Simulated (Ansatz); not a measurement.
# TiB: properties at the relaxed cell

The task here is to estimate one member of a computed series from the others.

Computed with Ansatz 0.2.0 (DFT r2SCAN, scalar-relativistic, plane waves, PAW, unless a step's input says otherwise).

**The structure to begin with**

The structure is cubic, space group F-43m (No. 216). Conventional cell: a = 4.953 Å, b = 4.953 Å, c = 4.953 Å, α = 90.00°, β = 90.00°, γ = 90.00°. Ti (site symmetry -43m) is surrounded by 4 B at 2.14 Å. Around B (site symmetry -43m) lie 4 Ti at 2.14 Å.

As a file:

```
CELL_PARAMETERS angstrom
0.00000 2.47672 2.47672
2.47672 0.00000 2.47672
2.47672 2.47672 0.00000
ATOMIC_POSITIONS crystal
Ti 0.75000 0.75000 0.75000
B 0.00000 0.00000 0.00000
```

It is the result of an earlier relaxation at this level (volume 15.19 Å³/atom; gap on the mesh: none (metal)).

Set-up of the first run:

Contents of input.yaml:

```yaml
crystal:
  lattice:
    - [0.0, 2.4517016352, 2.4517016352]
    - [2.4517016352, 0.0, 2.4517016352]
    - [2.4517016352, 2.4517016352, 0.0]
  atoms:
    - { symbol: Ti, position: [0.75, 0.75, 0.75] }
    - { symbol: B, position: [0.0, 0.0, 0.0] }
basis:
  ecutwfc: 500
kpoints:
  mp_grid: { grid: [14, 14, 14] }
hamiltonian:
  xc: r2scan
scf:
  occupations: { method: gaussian, width: 0.1 }
output:
  forces: true
  stress: true
  eigenvalues: true
```

The run is started by

```bash
> ansatz run input.yaml --threads 1 --pin off --max-ram 2560MiB --backend cpu --events-out ev --progress --plain --runs-dir out
```

Steps of the session up to this table: Point at V/V0 = 0.97; The cell scaled to 1.03 of its volume; Volume × 0.94; Volume × 1.06; Volume × 0.91; Volume × 1.10; Point at V/V0 = 0.88.

One of the session's tables, all rows but one given; the rest of the session is left out.

It belongs to the step «Fit of the equation of state». 

```
volume (Å³/atom)  energy above the lowest point (meV/atom)  pressure (GPa)
          13.369                                      86.7           16.86
          13.825                                      46.3           11.73
          14.281                                         ?               ?
          14.737                                       4.6            3.38
          15.193                                       0.0            0.00
          15.648                                       4.4           -2.94
          16.104                                      16.6           -5.51
          16.712                                      43.3           -8.43
```

Q: Estimate the row for volume (Å³/atom) = 14.281 from the others.

Worked estimate for «energy above the lowest point (meV/atom)». A straight line through the neighbours (13.825, 46.3) and (14.737, 4.6) gives 46.3 + (4.6 − 46.3) × (14.281 − 13.825) / (14.737 − 13.825) = 25.4; a parabola fitted to 4 rows on both sides gives 19.5.

**Answer.** energy above the lowest point (meV/atom): 19.5; pressure (GPa): 7.26. In «energy above the lowest point (meV/atom)» the line misses by +5.9 and the parabola by 0.0.
